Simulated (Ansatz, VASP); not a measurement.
Ge: VASP beside Ansatz

```
Ge
1.0
     0.00000    2.06689    2.03541
     2.06689    0.00000    2.03541
     2.06689    2.06689    0.00000
Ge
1
Direct
  0.00000 0.00000 0.00000
```

Change from the starting cell: strain -0.015 along x and y, -0.030 along z, atoms carried along.

Alike in both runs: task single point; functional PBE; dispersion D3(BJ); k mesh 20 × 20 × 20; occupations gaussian, width 0.15 eV; no spin polarisation.

```csv
,VASP,Ansatz
version,VASP 6.6.1,Ansatz 0.2.0
potentials or method,"VASP PAW PBE potentials, release 64 (Ge_d)","scalar-relativistic, plane waves, PAW"
plane-wave cutoff (eV),520,420
valence electrons in the cell,14,14
```

|  | VASP | Ansatz | Ansatz less VASP |
| --- | --- | --- | --- |
| gap on the k mesh at the Fermi level (eV) | none | none | - |
| pressure (GPa) | 5.9 | 5.8 | -0.07 |

A gap of «none» marks a metal or a gap that the smearing closes.

Caveats: pairwise dispersion overbinds metals, which lowers pressure and volume.
